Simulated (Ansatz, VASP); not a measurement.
Given: the input of a run of Ansatz 0.2.0 on N.

File input.yaml:

```yaml
crystal:
  lattice:
    - [4.08406197, 0.0, 0.0]
    - [0.0, 4.08406197, 0.0]
    - [0.0, 0.0, 5.34591325]
  atoms:
    - { symbol: "N", position: [0.4042752, 0.5957248, 0.5] }
    - { symbol: "N", position: [0.5957248, 0.4042752, 0.5] }
    - { symbol: "N", position: [0.9042752, 0.9042752, 0.0] }
    - { symbol: "N", position: [0.0957248, 0.0957248, 0.0] }
hamiltonian:
  xc: rpbe
  pseudopotentials: { kind: paw }
kpoints:
  mp_grid: { grid: [7, 7, 5] }
scf:
  occupations: { method: gaussian, width: 0.02 }
output:
  forces: true
  stress: true
  eigenvalues: true
```

Potentials or basis: Ansatz PAW.

Run with:

```console
$ ansatz run input.yaml --threads 2 --pin off --max-ram 5632MiB --backend cpu --events-out ev --progress --plain --runs-dir out
```

Q: Set up the same calculation for VASP 6.6.1. Potentials there: VASP PAW PBE potentials, release 64 (N_GW).

A: As run (the cutoff follows the program's own potentials):

Contents of run.py:

```python
from ase.calculators.vasp import Vasp
from ase.dft.bandgap import bandgap
from ase.spacegroup import crystal

atoms = crystal(
    ['N'],
    basis=[[0.4042752, 0.5957248, 0.5]],
    spacegroup=136,
    setting=1,
    cellpar=[4.08406197, 4.08406197, 5.34591325, 90.0, 90.0, 90.0],
    primitive_cell=True,
)
calc = Vasp(
    directory='calc',
    xc='rpbe',
    pp='PBE',
    setups='gw',
    prec='Accurate',
    encut=550,
    ediff=1e-06,
    ismear=0,
    sigma=0.02,
    lreal=False,
    lasph=True,
    nelm=60,
    algo='Normal',
    isif=2,
    lwave=False,
    lcharg=False,
    kpts=[7, 7, 5],
    gamma=True,
    nbands=18,
)
atoms.calc = calc

print('energy (eV):', atoms.get_potential_energy())
print('free energy (eV):', atoms.get_potential_energy(force_consistent=True))
print('forces (eV/A):')
print(atoms.get_forces())
print('stress (eV/A^3, Voigt):', atoms.get_stress())
print('Fermi level (eV):', calc.get_fermi_level())
gap, top, bottom = bandgap(calc)
print('band gap (eV):', gap, 'from (spin, k, band)', top, 'to', bottom)
```

Potentials or basis: VASP PAW PBE potentials, release 64 (N_GW).

Run with:

```console
$ python run.py
```

Both were run:

|  | VASP | Ansatz | Ansatz less VASP |
| --- | --- | --- | --- |
| gap on the k mesh at the Fermi level (eV) | 6.99 | 7.03 | +0.042 |
| least direct gap on the mesh (eV) | 7.17 | 7.21 | +0.043 |
| pressure (GPa) | 1.9 | 1.1 | -0.74 |
| largest component of the traceless stress (GPa) | 0.71 | 0.13 | -0.583 |
| rms of the force components (eV/Å) | 0.303 | 0.059 | -0.2439 |

Atom by atom the forces differ by 0.361 eV/Å (rms over components). One of these differences is far larger than is usual between the two programs; its cause wasn't traced.

Caveats: the standard files for N, O and F lose accuracy on very short bonds (VASP); the PAW data sets were made with another functional, which shifts forces and pressure a little (VASP); an odd mesh through Γ misses points on the zone boundary, where band edges often lie (VASP); odd divisions of the mesh miss points on the zone boundary, where band edges often lie, so the gap on the mesh can be too wide (Ansatz); the pressure holds a Pulay correction of +0.4 GPa for the finite cutoff (Ansatz); the PAW data sets come from PBE, with cores solved anew for the run's functional, which leaves a small shift of forces and pressure (Ansatz).
